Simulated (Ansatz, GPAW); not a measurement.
This is a calculation of Pb (Lead) for Ansatz 0.2.0. 

File input.yaml:

```yaml
crystal:
  lattice:
    - [0.0, 2.47502, 2.47502]
    - [2.47502, 0.0, 2.47502]
    - [2.47502, 2.47502, 0.0]
  atoms:
    - { symbol: Pb, position: [0.0, 0.0, 0.0] }
hamiltonian:
  xc: pbe
  pseudopotentials: { kind: paw }
kpoints:
  mp_grid: { grid: [9, 9, 9] }
scf:
  occupations: { method: gaussian, width: 0.025 }
output:
  forces: true
  stress: true
  eigenvalues: true
```

Potentials or basis: Ansatz PAW.

Launch:

```bash
$ ansatz run input.yaml --threads 2 --pin off --max-ram 5632MiB --backend cpu --events-out ev --progress --plain --runs-dir out
```

Q: What does the same run look like in GPAW 26.7.0 (ASE script)? Potentials or basis there: GPAW PAW data sets (gpaw-data 1.2.1), cutoff 600 eV.

A: As run (cutoffs and basis follow the program's own potentials, and thresholds, step limits or extra output files can differ):

Contents of run.py:

```python
from ase.dft.bandgap import bandgap
from ase.io import read, write
from ase.units import Bohr, GPa
from gpaw import GPAW, PW
from gpaw.elf import elf_from_dft_calculation

atoms = read('Pb.xyz')

calc = GPAW(mode=PW(600),
            xc='PBE',
            kpts={'size': (9, 9, 9), 'gamma': True},
            occupations={'name': 'methfessel-paxton', 'order': 0, 'width': 0.025},
            nbands=14,
            convergence={'density': 1e-05, 'energy': 1e-05},
            maxiter=150,
            txt='gpaw.txt')
atoms.calc = calc
energy = atoms.get_potential_energy()
forces = atoms.get_forces()
stress = atoms.get_stress()
calc.write('gs.gpw')
write('result.traj', atoms)
print(f'Energy: {energy:.6f} eV')
print('Forces (eV/A):')
print(forces.round(4))
print('Stress (GPa):', (stress / GPa).round(3))
print('Fermi level:', round(calc.get_fermi_level(), 4), 'eV')
print(f'Gap: {bandgap(calc)[0]:.4f} eV, direct: {bandgap(calc, direct=True)[0]:.4f} eV')

# fields on the real-space grid
write('density.cube', atoms, data=calc.get_pseudo_density() * Bohr**3)
write('potential.cube', atoms, data=calc.get_electrostatic_potential())
write('elf.cube', atoms, data=elf_from_dft_calculation(calc).data)
```

The input Pb.xyz:

```xyz
1
Lattice="0.0000000000 2.4750200000 2.4750200000 2.4750200000 0.0000000000 2.4750200000 2.4750200000 2.4750200000 0.0000000000" Properties=species:S:1:pos:R:3 pbc="T T T"
Pb     0.0000000000      0.0000000000      0.0000000000
```

Potentials or basis: GPAW PAW data sets (gpaw-data 1.2.1), pw.

Run with:

```console
$ OMP_NUM_THREADS=1 python run.py
```

Both were run:

|  | Ansatz | GPAW |
| --- | --- | --- |
| Pressure | 2.2 GPa | 2.0 GPa |

Ansatz's pressure holds a Pulay term of +0.02 GPa for its cutoff of 420 eV, which the other run lacks.

Where Ansatz's input types no cutoff or centring, it takes its own default and a Γ-centred mesh.

Pressure is positive in compression.
